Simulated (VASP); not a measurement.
# SnO in VASP: a series of runs

One slab, SnO, is run at these levels: PBE; tasks: single point.

All numbers are computed with VASP 6.6.1; they aren't measurements. Logs are shortened: lines on timing, memory, paths and dates and some standing lists are left out, and cuts for length are marked.

### Step 1. The structure

The cell holds a slab with vacuum, 4 atoms: a = 3.799 Å, b = 3.799 Å, c = 17.736 Å, α = 90.00°, β = 90.00°, γ = 97.68°.

### Step 2. Single point, PBE

INCAR

```
PREC = Accurate
ENCUT = 460
EDIFF = 1E-7
ISMEAR = 0
SIGMA = 0.05
LREAL = False
LASPH = True
NELM = 120
ALGO = Normal
ISIF = 2
LWAVE = False
LCHARG = False
LDIPOL = True
IDIPOL = 3
DIPOL = 0.5 0.5 0.500
GGA = PE
NBANDS = 32
LVHAR = True
LVACPOTAV = True
```

KPOINTS

```
Automatic mesh
0
Gamma
  5 5 1
```

POSCAR

```
SnO
1.0
    3.7986313300      0.0000000000      0.0000000000
   -0.5079724300      3.7645137800      0.0000000000
    0.0000000000      0.0000000000     17.7355200000
Sn O
2 2
Direct
    0.0000000000      0.0000000000      0.4238206717
    0.4410000000      0.5590000000      0.5780602993
    0.0700000000      0.5700000000      0.4990595145
    0.4300000000      0.9300000000      0.4990595145
```

Potentials or basis: VASP PAW PBE potentials, release 64 (Sn_d, O).

The run is started by

```console
$ cat potpaw_PBE.64/Sn_d/POTCAR potpaw_PBE.64/O/POTCAR > POTCAR
$ mpirun -np 1 vasp_std > vasp.out
```

OUTCAR:

```text
PREC = Accurate
   ENCUT = 460
   EDIFF = 1E-7
   ISMEAR = 0
   LREAL = False
   LASPH = True
   NELM = 120
   ISIF = 2
   GGA = PE

 Found      9 irreducible k-points:

 Following reciprocal coordinates:
            Coordinates               Weight
  0.000000  0.000000  0.000000      1.000000
  0.200000  0.000000  0.000000      4.000000
  0.400000  0.000000  0.000000      4.000000
  0.200000  0.200000  0.000000      2.000000
  0.400000  0.200000  0.000000      4.000000
 -0.400000  0.200000  0.000000      4.000000
   k-points           NKPTS =      9   k-points in BZ     NKDIM =      9   number of bands    NBANDS=     32
   number of dos      NEDOS =    301   number of ions     NIONS =      4
   total plane-waves  NPLWV =  98784
   dimension x,y,z NGX =    28 NGY =   28 NGZ =  126
   dimension x,y,z NGXF=    56 NGYF=   56 NGZF=  252
   ions per type =               2   2
   NGX,Y,Z   is equivalent  to a cutoff of  12.25, 12.25, 11.81 a.u.
   NGXF,Y,Z  is equivalent  to a cutoff of  24.51, 24.51, 23.62 a.u.
 SYSTEM =  unknown system
   PREC   = accura    normal or accurate (medium, high low for compatibility)
   ISTART =      0    job   : 0-new  1-cont  2-samecut
   ICHARG =      2    charge: 1-file 2-atom 10-const
   ISPIN  =      1    spin polarized calculation?
   LNONCOLLINEAR =      F non collinear calculations
   LSORBIT =      F    spin-orbit coupling
   LASPH  =      T    aspherical Exc in radial PAW
   ENCUT  =  460.0 eV  33.81 Ry    5.81 a.u.   6.64  6.64 31.02*2*pi/ulx,y,z
   NELM   =    120;   NELMIN=  2; NELMDL= -5     # of ELM steps
   EDIFF  = 0.1E-06   stopping-criterion for ELM
   LREAL  =      F    real-space projection
   EDIFFG = 0.1E-05   stopping-criterion for IOM
   NSW    =      0    number of steps for IOM
   IBRION =     -1    ionic relax: 0-MD 1-quasi-New 2-CG
   NFREE  =      0    steps in history (QN), initial steepest desc. (CG)
   ISIF   =      2    stress and relaxation
   ISYM   =      2    0-nonsym 1-usesym 2-fastsym
   POTIM  = 0.5000    time-step for ionic-motion
   TEBEG  =    0.0;   TEEND  =   0.0 temperature during run
   PSTRESS=    0.0 pullay stress
   NELECT =      40.0000    total number of electrons
   NUPDOWN=      -1.0000    fix difference up-down
   EMIN   =  10.00;   EMAX   =-10.00  energy-range for DOS
   EFERMI =   0.00;   METHOD = LEGACY
   ISMEAR =     0;   SIGMA  =   0.05  broadening in eV -4-tet -1-fermi 0-gaus
   EFERMI_NEDOS =   21; number of points for ismear=-14 and -15
   IALGO  =     38    algorithm
   IMIX   =      4    mixing-type and parameters
     AMIX     =   0.40;   BMIX     =  1.00
     AMIX_MAG =   1.60;   BMIX_MAG =  1.00
  volume/ion in A,a.u.               =      63.40       427.87
  Fermi-wavevector in a.u.,A,eV,Ry     =   0.884507  1.671477 10.644565  0.782353
  Thomas-Fermi vector in A             =   2.005417
   LORBIT       =      0    0 simple, 1 ext, 2 COOP (PROOUT), +10 PAW based schemes
   GGA     = PE    functional components
   LHFCALC =     F    Hartree Fock is set to
   AEXX    =    0.0000 exact exchange contribution
   IVDW    =     0    specifies the selected vdW correction
   LEPSILON=     F    determine dielectric tensor
   LRPA    =     F    only Hartree local field effects (RPA)
 non-spin polarized calculation
 Gauss-broadening in eV      SIGMA  =   0.05
  energy-cutoff  :      460.00
  volume of cell :      253.62
 maximum number of plane-waves:      5710
   NGX = 13   NGY = 13   NGZ = 63

 dipolmoment           0.000000      0.000000     -0.000364 electrons x Angstroem

 number of electron      40.0000000 magnetization

 dipolmoment           0.000000      0.000000      0.001830 electrons x Angstroem

 Free energy of the ion-electron system (eV)
  ---------------------------------------------------
  ext. energy  EPLUGINS =         0.00000000
  ---------------------------------------------------
  free energy    TOTEN  =       -18.74508658 eV

  energy without entropy =      -18.74506345  energy(sigma->0) =      -18.74507502

 E-fermi :   0.1663     XC(G=0):  -3.7369

 val. band max:        0.0511408674   @ k =  -0.2000   0.2000   0.0000
 cond. band min:       0.2883754678   @ k =   0.4000   0.2000   0.0000
 fundamental gap:      0.2372346004
 Fermi energy:         0.1662707767

 k-point     1 :       0.0000    0.0000    0.0000
  band No.  band energies     occupation
      1     -22.8679      2.00000
      2     -22.5277      2.00000
      3     -22.3473      2.00000
      4     -22.3160      2.00000
      5     -22.2924      2.00000
      6     -22.2876      2.00000
      7     -22.2484      2.00000
      8     -22.2293      2.00000
      9     -22.2110      2.00000
     10     -22.1488      2.00000
     11     -20.5882      2.00000
     12     -17.0165      2.00000
     13      -9.6304      2.00000
     14      -7.1579      2.00000
     15      -5.8510      2.00000
     16      -5.1146      2.00000
     17      -4.7126      2.00000
     18      -3.3193      2.00000
     19      -3.1955      2.00000
     20      -0.0339      2.00000
     21       0.6998      0.00000
     22       1.6141      0.00000
     23       2.7911      0.00000
     24       3.1687      0.00000
     25       3.2179      0.00000
     26       3.9931      0.00000
     27       4.5495      0.00000
     28       4.7775      0.00000
     29       5.2671      0.00000
     30       5.8564      0.00000
     31       6.8733      0.00000
     32       7.5125      0.00000

 k-point     2 :       0.2000    0.0000    0.0000
  band No.  band energies     occupation
      1     -22.8983      2.00000
      2     -22.5082      2.00000
      3     -22.3380      2.00000
      4     -22.3195      2.00000
      5     -22.2936      2.00000
      6     -22.2911      2.00000
      7     -22.2568      2.00000
      8     -22.2242      2.00000
      9     -22.2090      2.00000
     10     -22.1440      2.00000
     11     -20.4424      2.00000
     12     -17.1568      2.00000
     13      -9.4977      2.00000
     14      -6.9294      2.00000
     15      -5.9574      2.00000
     16      -5.4257      2.00000
     17      -4.3139      2.00000
     18      -3.9053      2.00000
     19      -2.8270      2.00000
     20      -0.7516      2.00000
     21       1.3059      0.00000
     22       1.7480      0.00000
     23       2.2557      0.00000
     24       2.7299      0.00000
     25       3.3304      0.00000
     26       3.5947      0.00000
     27       4.3984      0.00000
     28       4.8896      0.00000
     29       5.5278      0.00000
     30       6.2294      0.00000
     31       7.6483      0.00000
     32       7.7969      0.00000

 k-point     3 :       0.4000    0.0000    0.0000
  band No.  band energies     occupation
      1     -22.9410      2.00000
      2     -22.4877      2.00000
      3     -22.3297      2.00000
      4     -22.3238      2.00000
      5     -22.2962      2.00000
      6     -22.2909      2.00000
      7     -22.2653      2.00000
      8     -22.2169      2.00000
      9     -22.2032      2.00000
     10     -22.1346      2.00000
     11     -20.1749      2.00000
     12     -17.4237      2.00000
     13      -9.2059      2.00000
     14      -6.6226      2.00000
     15      -6.0457      2.00000
     16      -5.5091      2.00000
     17      -4.7828      2.00000
     18      -3.7596      2.00000
     19      -2.7482      2.00000
     20      -1.2802      2.00000
     21       0.5249      0.00000
     22       0.7352      0.00000
     23       2.4860      0.00000
     24       3.3281      0.00000
     25       4.3297      0.00000
     26       4.5034      0.00000
     27       4.9574      0.00000
     28       5.3492      0.00000
     29       5.9978      0.00000
     30       6.3608      0.00000
     31       6.6300      0.00000
     32       6.9535      0.00000

 k-point     4 :       0.2000    0.2000    0.0000
  band No.  band energies     occupation
      1     -22.9277      2.00000
      2     -22.4830      2.00000
      3     -22.3306      2.00000
      4     -22.3240      2.00000
      5     -22.2918      2.00000
      6     -22.2848      2.00000
      7     -22.2736      2.00000
      8     -22.2212      2.00000
      9     -22.2076      2.00000
     10     -22.1392      2.00000
     11     -20.2881      2.00000
     12     -17.3154      2.00000
     13      -9.3841      2.00000
     14      -6.2959      2.00000
     15      -6.1087      2.00000
     16      -5.8993      2.00000
     17      -4.4896      2.00000
     18      -3.6886      2.00000
     19      -2.4248      2.00000
     20      -1.6409      2.00000
     21       1.0282      0.00000
     22       1.9930      0.00000
     23       2.2232      0.00000
     24       2.6583      0.00000
     25       2.8121      0.00000
     26       3.7735      0.00000
     27       3.9353      0.00000
     28       5.1580      0.00000
     29       5.5079      0.00000
     30       6.6465      0.00000
     31       7.9578      0.00000
     32       8.3368      0.00000

 k-point     5 :       0.4000    0.2000    0.0000
  band No.  band energies     occupation
      1     -22.9635      2.00000
      2     -22.4778      2.00000
      3     -22.3318      2.00000
      4     -22.3190      2.00000
      5     -22.2962      2.00000
      6     -22.2847      2.00000
      7     -22.2627      2.00000
      8     -22.2198      2.00000
      9     -22.2012      2.00000
     10     -22.1315      2.00000
     11     -20.0544      2.00000
     12     -17.4796      2.00000
     13      -9.2845      2.00000
     14      -6.8528      2.00000
     15      -6.1600      2.00000
     16      -5.3922      2.00000
     17      -4.6816      2.00000
     18      -3.3823      2.00000
     19      -2.4848      2.00000
     20      -1.3647      2.00000
     21       0.2884      0.00055
     22       0.9612      0.00000
     23       2.4527      0.00000
     24       2.7980      0.00000
     25       3.5524      0.00000
     26       4.6053      0.00000
     27       5.1514      0.00000
     28       5.5349      0.00000
     29       6.1698      0.00000
     30       6.5662      0.00000
     31       6.7486      0.00000
     32       7.3309      0.00000

 k-point     6 :      -0.4000    0.2000    0.0000
  band No.  band energies     occupation
      1     -22.9600      2.00000
      2     -22.4911      2.00000
      3     -22.3316      2.00000
      4     -22.3173      2.00000
      5     -22.2991      2.00000
      6     -22.2870      2.00000
      7     -22.2500      2.00000
      8     -22.2219      2.00000
      9     -22.2011      2.00000
     10     -22.1325      2.00000
     11     -20.0891      2.00000
     12     -17.3918      2.00000
     13      -9.3748      2.00000
     14      -7.1740      2.00000
     15      -6.4875      2.00000
     16      -4.9299      2.00000
     17      -4.3388      2.00000
     18      -3.4570      2.00000
     19      -2.9484      2.00000
     20      -0.5520      2.00000
     21       0.6737      0.00000
     22       1.0753      0.00000
     23       2.4435      0.00000
     24       2.8147      0.00000
     25       3.6462      0.00000
     26       4.3516      0.00000
     27       4.8916      0.00000
     28       5.2700      0.00000
     29       6.1403      0.00000
     30       6.5059      0.00000
     31       6.7718      0.00000
     32       6.9756      0.00000

 [... further k-points ...]

------------------------ aborting loop because EDIFF is reached ----------------------------------------

  FORCE on cell =-STRESS in cart. coord.  units (eV):
  Direction    XX          YY          ZZ          XY          YZ          ZX
  --------------------------------------------------------------------------------------
  -------------------------------------------------------------------------------------
  Total        6.5349821      8.8050751     -1.2600059      8.4116734     -2.7836288      3.1844607
  in kB       41.2833588     55.6241881     -7.9598192     53.1389561    -17.5849823     20.1171525
  external PRESSURE =      29.6492425 kB  Pullay stress =       0.0000000 kB

 VOLUME and BASIS-vectors are now :
 -----------------------------------------------------------------------------
  energy-cutoff  :      460.00
  volume of cell :      253.62
      direct lattice vectors                 reciprocal lattice vectors
     3.798631330  0.000000000  0.000000000     0.263252712  0.035522548  0.000000000
    -0.507972430  3.764513780  0.000000000     0.000000000  0.265638555  0.000000000
     0.000000000  0.000000000 17.735520000     0.000000000  0.000000000  0.056384025

 POSITION                                       TOTAL-FORCE (eV/Angst)
 -----------------------------------------------------------------------------------
      0.00000      0.00000      7.51668        -0.720757      0.630032      1.471957
      1.39124      2.10436     10.25220         1.579972     -1.381094      0.673997
     -0.02364      2.14577      8.85108        -6.632758     -6.720874     -1.072977
      1.16100      3.50100      8.85108         5.773543      7.471935     -1.072977
 -----------------------------------------------------------------------------------
    total drift:                                0.000515     -0.000450      0.000695

  FREE ENERGIE OF THE ION-ELECTRON SYSTEM (eV)
  ---------------------------------------------------
  free  energy   TOTEN  =       -18.7450865800 eV

  energy  without entropy=      -18.7450634543  energy(sigma->0) =      -18.74507502

 vacuum level on the upper side and lower side of the slab         3.033         3.010
```

Run time: 46 s. Hardware: 1 thread of Intel Xeon 6975P-C (Granite Rapids), shared host; peak memory 0.31 GiB.

The run converged, but some of its settings lie outside the range that counts as converged, so its numbers aren't taken as properties of the slab.

Results:

- Free energy: -18.7451 eV
- Largest force: 9.503 eV/Å
- Band gap on the k mesh: 0.24 eV, indirect (least direct gap 0.38 eV)
- Ionisation potential of the upper face: 2.98 eV

Caveat: the cutoff is under 1.25 times the usual one of these potentials, so pressure, stress and relaxed cells hold a basis-set (Pulay) error; spin-orbit coupling is left out, which moves the levels of the heavy elements.

### Step 3. Single point, PBE

This run uses another cell than the first one, of 52.68 Å³/atom, 0.831 times its volume.

INCAR, as its differences from that of step 2:

```diff
@@ -4,3 +4,3 @@
 ISMEAR = 0
-SIGMA = 0.05
+SIGMA = 0.3
 LREAL = False
```

KPOINTS

```
Automatic mesh
0
Gamma
  6 6 1
```

POSCAR

```
SnO
1.0
    3.7986313300      0.0000000000      0.0000000000
   -0.5079724300      3.7645137800      0.0000000000
    0.0000000000      0.0000000000     14.7355200000
Sn O
2 2
Direct
    0.0000000000      0.0000000000      0.4083113456
    0.4410000000      0.5590000000      0.5939525717
    0.0700000000      0.5700000000      0.4988680413
    0.4300000000      0.9300000000      0.4988680413
```

Potentials or basis: VASP PAW PBE potentials, release 64 (Sn_d, O).

The run is started by

```console
$ cat potpaw_PBE.64/Sn_d/POTCAR potpaw_PBE.64/O/POTCAR > POTCAR
$ mpirun -np 1 vasp_std > vasp.out
```

It took 48 s on 1 thread of Intel Xeon 6975P-C (Granite Rapids), shared host; peak memory 0.29 GiB.

These settings aren't checked as converged: the numbers below hold their error.

Results:

* Free energy: -18.7725 eV
* Largest force: 9.139 eV/Å
* Band gap on the k mesh: 0.14 eV, indirect (least direct gap 0.34 eV)
* Ionisation potential of the upper face: 3.16 eV

Caveat: the cutoff is under 1.25 times the usual one of these potentials, so pressure, stress and relaxed cells hold a basis-set (Pulay) error; spin-orbit coupling is left out, which moves the levels of the heavy elements.

### Step 4. Single point, PBE

This run uses another cell than the first one, of 52.68 Å³/atom, 0.831 times its volume.

INCAR, as its differences from that of step 3:

```diff
@@ -2,5 +2,5 @@
 ENCUT = 460
-EDIFF = 1E-7
+EDIFF = 0.001
 ISMEAR = 0
-SIGMA = 0.3
+SIGMA = 0.05
 LREAL = False
```

KPOINTS is that of step 3.

POSCAR is that of step 3.

The run is started by

```console
$ cat potpaw_PBE.64/Sn_d/POTCAR potpaw_PBE.64/O/POTCAR > POTCAR
$ mpirun -np 1 vasp_std > vasp.out
```

It took 24 s on 1 thread of Intel Xeon 6975P-C (Granite Rapids), shared host; peak memory 0.28 GiB.

These settings aren't checked as converged: the numbers below hold their error.

What came out:

| Quantity | Value |
| --- | --- |
| Free energy | -18.7472 eV |
| Largest force | 9.429 eV/Å |
| Band gap on the k mesh | 0.05 eV, indirect (least direct gap 0.26 eV) |

Caveat: the cutoff is under 1.25 times the usual one of these potentials, so pressure, stress and relaxed cells hold a basis-set (Pulay) error; spin-orbit coupling is left out, which moves the levels of the heavy elements.

[end of part 1 of 2]
